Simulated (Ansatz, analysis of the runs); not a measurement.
# Transmission past a defect: (4,0) C nanotube, P in place of one C, part 4 of 4

Wanted: the relaxed defect and the transmission past it, beside the channels of the perfect wire.

Ansatz 0.2.0; DFT PBE, plane waves, PAW; relaxation of a wire's period (the session's first sound run).

So far, conductance of the lead as this run defines it (G₀): step 3 (bands of the perfect wire) 3.00.

## Step 5: Transmission

This step: DFT PBE, plane waves, PAW; transmission of a junction in a wire (Ansatz 0.2.0).

The cell is now read as a scatterer between two semi-infinite leads, named by two sites one period apart. The scattering states in its self-consistent potential are matched to the leads' states at each energy. One point across is taken, as for a wire in vacuum.

Contents of input.yaml:

```yaml
crystal:
  lattice:
    - [9.932, 0.0, 0.0]
    - [0.0, 9.932, 0.0]
    - [0.0, 0.0, 29.5143822369]
  atoms:
    - { symbol: C, position: [0.3301927751, 0.499977252, 0.00029528] }
    - { symbol: C, position: [0.4999772516, 0.669761728, 0.00029528] }
    - { symbol: C, position: [0.4999772516, 0.330192775, 0.00029528] }
    - { symbol: C, position: [0.6697617281, 0.499977252, 0.00029528] }
    - { symbol: C, position: [0.3301927751, 0.499977252, 0.047323768] }
    - { symbol: C, position: [0.4999772516, 0.669761728, 0.047323768] }
    - { symbol: C, position: [0.4999772516, 0.330192775, 0.047323768] }
    - { symbol: C, position: [0.6697617281, 0.499977252, 0.047323768] }
    - { symbol: C, position: [0.3799061101, 0.620048393, 0.071729675] }
    - { symbol: C, position: [0.3799061101, 0.37990611, 0.071729675] }
    - { symbol: C, position: [0.6200483931, 0.620048393, 0.071729675] }
    - { symbol: C, position: [0.6200483931, 0.37990611, 0.071729675] }
    - { symbol: C, position: [0.3799061101, 0.620048393, 0.118746516] }
    - { symbol: C, position: [0.3799061101, 0.37990611, 0.118746516] }
    - { symbol: C, position: [0.6200483931, 0.620048393, 0.118746516] }
    - { symbol: C, position: [0.6200483931, 0.37990611, 0.118746516] }
    - { symbol: C, position: [0.3301927751, 0.499977252, 0.143152422] }
    - { symbol: C, position: [0.4999772516, 0.669761728, 0.143152422] }
    - { symbol: C, position: [0.4999772516, 0.330192775, 0.143152422] }
    - { symbol: C, position: [0.6697617281, 0.499977252, 0.143152422] }
    - { symbol: C, position: [0.3301927751, 0.499977252, 0.190180911] }
    - { symbol: C, position: [0.4999772516, 0.669761728, 0.190180911] }
    - { symbol: C, position: [0.4999772516, 0.330192775, 0.190180911] }
    - { symbol: C, position: [0.6697617281, 0.499977252, 0.190180911] }
    - { symbol: C, position: [0.3799061101, 0.620048393, 0.214586818] }
    - { symbol: C, position: [0.3799061101, 0.37990611, 0.214586818] }
    - { symbol: C, position: [0.6200483931, 0.620048393, 0.214586818] }
    - { symbol: C, position: [0.6200483931, 0.37990611, 0.214586818] }
    - { symbol: C, position: [0.3799061101, 0.620048393, 0.261603659] }
    - { symbol: C, position: [0.3799061101, 0.37990611, 0.261603659] }
[... 76 atom lines left out ...]
    - { symbol: C, position: [0.6200483931, 0.620048393, 0.928872532] }
    - { symbol: C, position: [0.6200483931, 0.37990611, 0.928872532] }
    - { symbol: C, position: [0.3799061101, 0.620048393, 0.975889373] }
    - { symbol: C, position: [0.3799061101, 0.37990611, 0.975889373] }
    - { symbol: C, position: [0.6200483931, 0.620048393, 0.975889373] }
    - { symbol: C, position: [0.6200483931, 0.37990611, 0.975889373] }
kpoints:
  mp_grid: { grid: [1, 1, 3] }
scf:
  occupations: { method: fermi_dirac, width: 0.05 }
hamiltonian:
  xc: pbe
output:
  transmission:
    e_range: [-1.26, 1.26]
    de: 0.035
    kmesh: [1, 1]
    reduced_basis: true
    leads: [[96, 0]]
  dos: { projected: true, e_range: [-4, 3] }
  write_potential: true
  write_density: true
  volumetric_format: npy
  elf: true
basis:
  ecutwfc: "350 eV"
```

Launch:

```console
ansatz run input.yaml --threads 4 --pin off --max-ram 16384MiB --backend cpu --events-out ev --progress --plain --runs-dir out
```

Numbers of over 12 decimals in the logs are rounded to 6 here.

What it wrote:

```text
[...]
Crystal: 112 atoms, lattice volume = 2911.435 Å³
Basis set: ecut = 350 eV, 43279 PW (Γ)
Bands: 337, of which v1, the nominal top of the filled ones, is band 225 counted from 1 (224 counted from 0)
Symmetry: 2 space group operations
[...]
k-points: 2 of 3 (time reversal used)
[...]
SCF iter   1: F=—  HF=-28524.489423 eV  |F-HF|=—  |Δ(HF+E_count)|=         —  Δρ=7.75e-3  dr2=3.26e0  ethr=1.77e-3  ⟨swp⟩=7.0  Hψ=3398  notcnv=0  defer=186
[...]
SCF iter   8: F=-28524.177805 eV  HF=-28524.177805 eV  |F-HF|=2.40e-8  |Δ(HF+E_count)|=   5.28e-7  Δρ=1.33e-6  dr2=5.05e-8  ethr=2.23e-11  ⟨swp⟩=27.5  Hψ=6906  notcnv=0
SCF 1 converged in 8 iterations: F = -28524.177805 eV  dr2 = 5.05e-8
[...]
transmission: 7 of 51 steps passed
transmission: 11 of 51 steps passed
[...]
transmission: 51 of 51 steps passed
WARN: The output density's exchange-correlation potential varies sharply where the density is thin. Do not read a vacuum level from v_tot or v_xc, or from such a field of the output density. On a cell that repeats whose density bears no net charge and no dipole along the vacuum's axis use v_es (v_loc + v_h of the components); under efield.dipole_correction with no amplitude use v_es + v_field, which holds any externa [...]
SCF converged after 8 iterations
Free energy (F): -28524.177805 eV
[...]
Internal energy: -28524.052355 eV  (E = F + TS)
E sigma→0 (E₀):  -28524.115080 eV
Entropy (-TS):   -0.125450 eV (-1.120 meV/atom)
Fermi energy:    -1.575869 eV
[...]
--- Band table (eV) ---
  k-point 0: bands = [... 221 lower, -1.9241, -1.9198, -1.9135, -1.9032, -1.3591, -1.1464, -1.0567, -0.9500, ... 108 higher]
  k-point 1: bands = [... 221 lower, -1.9121, -1.7740, -1.6227, -1.5568, -1.4850, -1.2947, -1.2033, -0.9906, ... 108 higher]
--- Transmission ---
  basis      : 725 plane waves across, 51 finite elements along
  points     : 1, standing for a mesh of 1 x 1
[...]
crystal 0  : C16, at the sites [96, 0], period 4.2163 Å, over 16.87 Å; its Hamiltonian steps by up to 15.0 meV
[...]
filled         : 16.6 meV over the level at which it is neutral
    channels       : 3.000000e0 a spin
[...]
junction   : crystal 0 to crystal 0, 1.76 to 27.05 Å
    transmission   : 2.499807e0 a spin
    conductance    : 1.9644e14 S/m² at 300 K (1.9644e14 on every other energy)
    error estimate : 0.0 % from the energy spacing and 0.0 % from band edges of the leads and from resonances (wavevectors taken as independent; lower de), 1.4 % from the steps of its leads' Hamiltonians or their offsets (lay more layers), 0.8 % from the distance to neutral
    resistance     : 8.4688e-4 Ω µm² beyond half of each lead's own
```

The job ended after 20 min (4 threads of Arm Neoverse V1, shared host; peak memory 6.4 GiB).

This step gave:

```
energy at zero smearing                                      : -28524.1151 eV
transmission at the energy nearest the Fermi level, one spin : 2.500
step of the lead's Hamiltonian                               : 15 meV
conductance of the junction                                  : 2.501 G₀
```

Transmission, one spin against energy, zero at the Fermi level:

| energy (eV) | transmission, one spin |
| --- | --- |
| -1.26 | 1.75 |
| -1.19 | 2.13 |
| -1.08 | 2.51 |
| -1.01 | 2.59 |
| -0.91 | 2.69 |
| -0.84 | 2.77 |
| -0.77 | 2.79 |
| -0.73 | 2.28 |
| -0.67 | 3.48 |
| -0.59 | 3.52 |
| -0.56 | 3.41 |
| -0.49 | 3.16 |
| -0.39 | 2.94 |
| -0.32 | 2.87 |
| -0.21 | 2.75 |
| -0.14 | 2.67 |
| -0.04 | 2.54 |
| 0.00 | 2.50 |
| 0.04 | 2.46 |
| 0.14 | 2.35 |
| 0.21 | 2.28 |
| 0.32 | 2.20 |
| 0.39 | 2.16 |
| 0.49 | 2.09 |
| 0.56 | 2.02 |
| 0.67 | 0.417 |
| 0.73 | 0.159 |
| 0.84 | 0.0679 |
| 0.91 | 0.975 |
| 1.01 | 1.94 |
| 1.08 | 1.97 |
| 1.19 | 1.98 |
| 1.26 | 1.98 |

Open channels of the lead, one spin against energy, zero at the Fermi level:

```csv
energy (eV),"open channels of the lead, one spin"
-1.190,3
-1.085,3
-1.015,3
-0.910,3
-0.805,3
-0.700,5
-0.595,5
-0.490,5
-0.385,5
-0.315,3
-0.210,3
-0.105,3
0.000,3
0.105,3
0.210,3
0.315,3
0.385,3
0.490,3
0.595,3
0.700,1
0.805,1
0.910,1
1.015,3
1.085,3
1.190,3
```

Projected DOS an atom over height of the atomic layer and energy from the Fermi level.  broadened by a Gaussian of 0.15 eV, since few k-points sample the long cell.

Ten even steps from '0' (0.066 states/eV) to '9' (0.595 states/eV), each cell a mean:
```
1001100100010100011000101000
1010100100010101010000001010
0000000000000201010100010000
0000000000000200000100000000
1000010000011200100100101000
0101000001011200100000001010
2222222211112311112122232333
7677777856332343547677786777
8878787898773388998887778877
3322333343772266444333223332
0110101011224312111101001010
0000000000015201000101000000
1111111001114110010110110111
2222222212223211111121222222
2222232223324332233232222222
3332333233324343333333332333
3334433444234444334334333333
8888878876444457777788888888
8888899888887568999888888888
2222222234578644433222222222
0110000111123211100110000000
0111111111012100100210010010
```
Columns: height of the atomic layer (Å) from 0.00872 to 28.8 (not evenly spaced); rows upwards: energy from the Fermi level (eV) from -3.98 to 1.47.

Electrostatic potential energy in the cb plane at fractional x = 0.500, with atoms of C and P within 0.2 Å of it. With pseudopotentials it is smooth inside the atoms' cores, unlike the true potential.

Values in eV, 13 rows by 16 columns, each cell a mean:
```
  4   4   4   4   4   4   4   4   4   4   4   4   4   4   4   4
  4   4   4   4   4   4   4   4   4   4   4   4   4   4   4   4
  2   2   3   3   2   2   3   3   3   3   3   3   3   3   2   3
-24 -30  -2  -4 -29 -25  -8   0 -23 -16 -12   1 -21 -18 -23   1
-39 -48  -6 -10 -47 -43 -17  -3 -52 -40 -32  -1 -41 -36 -42  -1
 -2  -3   0   0  -2  -2  -1   0  -5  -4  -4   0  -3  -2  -3   1
  2   1   2   2   1   2   1   2   2   2   1   2   1   2   1   2
 -7  -9  -1  -2  -8  -6  -2   1   0  -1  -4   0  -5  -4  -7   0
-45 -56  -7 -12 -53 -49 -16  -5 -25 -25 -39  -2 -40 -40 -49  -2
-12 -16   0  -2 -17 -18  -5 -15 -65 -23 -20   1 -14 -12 -16   1
  3   3   3   3   3   3   3  -3 -24  -3   2   3   3   3   3   3
  4   4   4   4   4   4   4   3   2   3   4   4   4   4   4   4
  4   4   4   4   4   4   4   4   4   4   4   4   4   4   4   4
```
Columns run along c (16.0 Å, from fractional 0.14 to 0.69 of the cell; values clipped at the 3rd and 97th percentile), rows up along b (9.9 Å). Atoms in or near the plane, at fractional coordinates: C at (0.19, 0.67), C at (0.19, 0.33), C at (0.29, 0.67), C at (0.29, 0.33), C at (0.33, 0.67), C at (0.33, 0.32), C at (0.43, 0.66), P at (0.43, 0.26), C at (0.48, 0.66), C at (0.48, 0.32), C at (0.57, 0.66), C at (0.57, 0.32), C at (0.62, 0.67), C at (0.62, 0.33).

Valence density in the cb plane at fractional x = 0.500, with atoms of C and P within 0.2 Å of it. It is the smooth field of the valence electrons, not physical close to the nuclei.

Ten even steps from '0' (0.0 e/Å³) to '9' (2.0 e/Å³), each cell a mean:
```
00000000000000000000000000000000000000000000
00000000000000000000000000000000000000000000
00000000000000000000000000000000000000000000
00000000000000000000000000000000000000000000
00000000000000000000000000000000000000000000
11111100000111111000000111110000001111110000
55555310013555554200013444443100024554543100
89998620025899988410026899986310147899985200
77777521125777877410137888987310147888875211
32233210012332233210123443443210123333332100
00000000000000001000001111111100001100010000
00000000000000000000000000000000000000000000
00000000000000000000000000000000000000000000
11111110001111111100000000011100011111111100
55455421113554444210011111233210124444454211
89998621025899987410122223677510147899986210
78887520014788987410122236887410136888875200
33333200002333443100121025554200013433332100
00000000000011111000122233211000000110100000
00000000000000000000013321000000000000000000
00000000000000000000001100000000000000000000
00000000000000000000000000000000000000000000
00000000000000000000000000000000000000000000
00000000000000000000000000000000000000000000
```
Columns run along c (16.0 Å, from fractional 0.14 to 0.69 of the cell), rows up along b (9.9 Å). Atoms in or near the plane, at fractional coordinates: C at (0.19, 0.67), C at (0.19, 0.33), C at (0.29, 0.67), C at (0.29, 0.33), C at (0.33, 0.67), C at (0.33, 0.32), C at (0.43, 0.66), P at (0.43, 0.26), C at (0.48, 0.66), C at (0.48, 0.32), C at (0.57, 0.66), C at (0.57, 0.32), C at (0.62, 0.67), C at (0.62, 0.33).

ELF in the cb plane at fractional x = 0.500, with atoms of C and P within 0.2 Å of it. It is the smooth field of the valence electrons, not physical close to the nuclei.

Values, 13 rows by 16 columns, each cell a mean:
```
0.01 0.01 0.00 0.00 0.01 0.01 0.00 0.00 0.00 0.00 0.00 0.00 0.00 0.01 0.00 0.00
0.17 0.15 0.03 0.04 0.17 0.17 0.06 0.01 0.09 0.11 0.06 0.01 0.13 0.17 0.11 0.01
0.57 0.56 0.17 0.22 0.58 0.57 0.30 0.08 0.49 0.49 0.35 0.05 0.51 0.57 0.47 0.05
0.70 0.61 0.31 0.37 0.63 0.68 0.46 0.21 0.63 0.75 0.56 0.13 0.61 0.79 0.58 0.12
0.61 0.44 0.28 0.33 0.48 0.54 0.39 0.22 0.37 0.67 0.41 0.13 0.39 0.75 0.39 0.13
0.35 0.32 0.12 0.14 0.33 0.35 0.19 0.11 0.36 0.43 0.29 0.07 0.31 0.40 0.29 0.07
0.04 0.04 0.03 0.03 0.04 0.03 0.03 0.02 0.03 0.03 0.04 0.03 0.04 0.03 0.04 0.03
0.51 0.46 0.17 0.20 0.45 0.46 0.22 0.07 0.12 0.27 0.30 0.07 0.35 0.51 0.39 0.09
0.57 0.39 0.30 0.36 0.44 0.49 0.39 0.22 0.41 0.73 0.40 0.14 0.39 0.73 0.36 0.16
0.74 0.69 0.29 0.37 0.71 0.72 0.44 0.40 0.15 0.81 0.54 0.13 0.61 0.78 0.65 0.14
0.46 0.46 0.12 0.18 0.50 0.53 0.20 0.74 0.91 0.66 0.31 0.04 0.40 0.49 0.44 0.05
0.10 0.10 0.01 0.02 0.12 0.12 0.03 0.70 0.95 0.53 0.05 0.00 0.07 0.12 0.09 0.01
0.00 0.00 0.00 0.00 0.00 0.00 0.01 0.28 0.52 0.18 0.01 0.00 0.00 0.00 0.00 0.00
```
Columns run along c (16.0 Å, from fractional 0.14 to 0.69 of the cell), rows up along b (9.9 Å). Atoms in or near the plane, at fractional coordinates: C at (0.19, 0.67), C at (0.19, 0.33), C at (0.29, 0.67), C at (0.29, 0.33), C at (0.33, 0.67), C at (0.33, 0.32), C at (0.43, 0.66), P at (0.43, 0.26), C at (0.48, 0.66), C at (0.48, 0.32), C at (0.57, 0.66), C at (0.57, 0.32), C at (0.62, 0.67), C at (0.62, 0.33).

By hand: the program gives 1.9644 × 10^14 S/m² over the cell's cross-section of 98.64 Å² = 9.864 × 10^-19 m², so one cell conducts 1.938 × 10^-4 S. Divided by G0 = 2e²/h = 7.748 × 10^-5 S this is 2.50 G0, a resistance of 5.16 kΩ.

The conductance is 2.50 G₀, with 3 channels a spin open in the lead. The lead's Hamiltonian steps by 15.0 meV, which the program lets pass, though it counts in the error estimate.

## Step 6: Conductance and thermopower from T(E)

This step: Landauer integrals over the computed T(E), interpolated linearly between its energies (analysis of the runs above).

Conductance and thermopower are moments of T(E) over the thermal window; sliding the window along E stands for a gate that leaves T(E) rigid.

This step gave:

- conductance at 300 K, interpolated from T(E): 2.501 G₀
- thermopower at 300 K: 3.443 μV/K
- Lorenz number over L0: 1.000

T(E) held rigid; rough near sharp steps of T(E). The conductance at 300 K by shift of the leads' level:

```
shift of the leads' level (eV)  conductance at 300 K (G₀)
                        -0.900                       2.70
                        -0.850                       2.74
                        -0.800                       2.75
                        -0.700                       2.99
                        -0.650                       3.05
                        -0.600                       3.16
                        -0.550                       3.28
                        -0.450                       3.08
                        -0.400                       2.98
                        -0.350                       2.91
                        -0.300                       2.85
                        -0.200                       2.74
                        -0.150                       2.68
                        -0.100                       2.62
                        -0.050                       2.56
                         0.050                       2.44
                         0.100                       2.39
                         0.150                       2.34
                         0.200                       2.29
                         0.300                       2.21
                         0.350                       2.18
                         0.400                       2.15
                         0.450                       2.11
                         0.550                       1.90
                         0.600                       1.42
                         0.650                      0.733
                         0.700                      0.343
                         0.800                      0.124
                         0.850                      0.346
                         0.900                      0.900
```

T(E) held rigid; rough near sharp steps of T(E). Table of thermopower at 300 K by shift of the leads' level:

```csv
shift of the leads' level (eV),thermopower at 300 K (μV/K)
-0.900,-2.36
-0.850,-1.58
-0.800,-0.209
-0.750,-5.94
-0.700,-9.14
-0.650,-1.40
-0.600,-7.16
-0.550,-0.268
-0.500,4.59
-0.450,4.98
-0.400,4.12
-0.350,3.26
-0.300,2.97
-0.250,2.93
-0.200,3.08
-0.150,3.27
-0.100,3.40
-0.050,3.46
0.000,3.44
0.050,3.35
0.100,3.20
0.150,3.01
0.200,2.79
0.250,2.58
0.300,2.40
0.350,2.29
0.400,2.40
0.450,3.29
0.500,7.31
0.550,22.7
0.600,63.3
0.650,107
0.700,117
0.750,102
0.800,-101
0.850,-162
0.900,-98.6
```

The two levels move by half the bias each and T(E) is held rigid. Current from the zero-bias T(E) against bias:

| bias (V) | current from the zero-bias T(E) (μA) |
| --- | --- |
| 0.000 | 0 |
| 0.100 | 19.4 |
| 0.200 | 38.8 |
| 0.300 | 58.2 |
| 0.400 | 77.7 |
| 0.500 | 97.2 |
| 0.600 | 117 |
| 0.700 | 137 |
| 0.800 | 156 |
| 0.900 | 176 |
| 1.000 | 197 |
| 1.100 | 217 |
| 1.200 | 236 |
| 1.300 | 252 |
| 1.400 | 266 |
| 1.500 | 278 |
| 1.600 | 289 |
| 1.700 | 300 |
| 1.800 | 313 |
| 1.900 | 328 |

By hand, Mott's formula: S = −(π²k²T/3e) d ln T/dE, and π²k²T/3e = 7.33 μV/K × eV at 300 K. The computed T is 2.59 at -0.070 eV and 2.42 at +0.070 eV, so d ln T/dE ≈ -0.473 per eV and S ≈ 3.47 μV/K, against 3.44 from the integrals.

The thermopower is 3.44 μV/K. The Lorenz ratio is 1.00, where the Wiedemann-Franz law gives 1. Moving the level by up to 0.1 eV either way gives 3.2 to 3.5 μV/K.

## Step 7: Outcome

```yaml
conductance_of_the_perfect_wire: 3.00 G₀
conductance_p_in_place_of_one_c: 2.50 G₀
thermopower_p_in_place_of_one_c: 3.44 μV/K
```

**Reading.** Summed over the computed window, 73 % of the lead's open channels pass the defect; the conductance at 300 K is 2.50 G₀. With P in place of one C, 83 % of the conductance of that run's own lead (3.00 G₀) is left. Transport is coherent and elastic here: the atoms are frozen, so scattering by vibrations plays no part. The free region is short: held atoms still bear up to 0.5 eV/Å after a relaxation. A cutoff under the files' recommended one was taken to save time; its effect on T(E) was not tested here. A cell with an odd number of electrons ran without spin; a level of the scatterer near the Fermi level could split if spin were allowed.

[Logs are printed without paths, hosts, clocks, repeated set-up lines and the standing remarks that a program may print on its own settings, such as how far it seeks lower states.]

[Hosts, paths, dates, database ids (printed as entryN), source tags and the programs' standing remarks are cut or masked in the printed files.]
